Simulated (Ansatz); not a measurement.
Input of an Ansatz 0.2.0 run:

The input input.yaml:

```yaml
crystal:
  lattice:
    - [3.1840155185, 0.0, 0.0]
    - [-1.5920077592, 2.757438325, 0.0]
    - [0.0, 0.0, 28.3873198]
  atoms:
    - { symbol: Mo, position: [0.3333333333, 0.6666666667, 0.22816477] }
    - { symbol: Mo, position: [0.3333333333, 0.6666666667, 0.77183523] }
    - { symbol: Mo, position: [0.6666666667, 0.3333333333, 0.0] }
    - { symbol: S, position: [0.6666666667, 0.3333333333, 0.17349309] }
    - { symbol: S, position: [0.6666666667, 0.3333333333, 0.71718751] }
    - { symbol: S, position: [0.3333333333, 0.6666666667, 0.94533412] }
    - { symbol: S, position: [0.6666666667, 0.3333333333, 0.28281249] }
    - { symbol: S, position: [0.6666666667, 0.3333333333, 0.82650691] }
    - { symbol: S, position: [0.3333333333, 0.6666666667, 0.05466588] }
hamiltonian:
  xc: blyp
  pseudopotentials: { kind: paw }
kpoints:
  mp_grid: { grid: [10, 10, 1] }
  band_path:
    path:
      - [[0.0, 0.0, 0.0], [0.5, 0.0, 0.0], [0.3333333333, 0.3333333333, 0.0], [0.0, 0.0, 0.0], [0.0, 0.0, 0.5], [0.5, 0.0, 0.5], [0.3333333333, 0.3333333333, 0.5], [0.0, 0.0, 0.5]]
      - [[0.5, 0.0, 0.5], [0.5, 0.0, 0.0]]
      - [[0.3333333333, 0.3333333333, 0.0], [0.3333333333, 0.3333333333, 0.5]]
    npoints: 10
scf:
  occupations: { method: fermi_dirac, width: 0.05 }
  n_extra_bands: 22
output:
  forces: true
  stress: true
  eigenvalues: true
  fatbands: false
```

Potentials or basis: Ansatz PAW.

The run is started by

```console
$ ansatz run input.yaml --threads 4 --pin off --max-ram 11264MiB --backend cpu --events-out ev --progress --plain --runs-dir out
```

Q: Predict the largest force.

A: 0.724 eV/Å.

Q: Predict the band gap on the k mesh.

A: 1.29 eV, indirect (least direct gap 1.87 eV).

Q: Estimate the band gap along the path.

A: 1.16 eV, indirect (least direct gap 1.63 eV).

Stress tensor (GPa, compression positive):
```
5.75 0.00 0.00
0.00 5.75 0.00
0.00 0.00 4.90
```

Caveat: the k mesh misses the band edges, so the gap on the mesh is wider than the one along the path; the PAW data sets come from PBE, with cores solved anew for the run's functional, which leaves a small shift of forces and pressure. BLYP gaps usually lie below the measured ones, often by a third to a half.
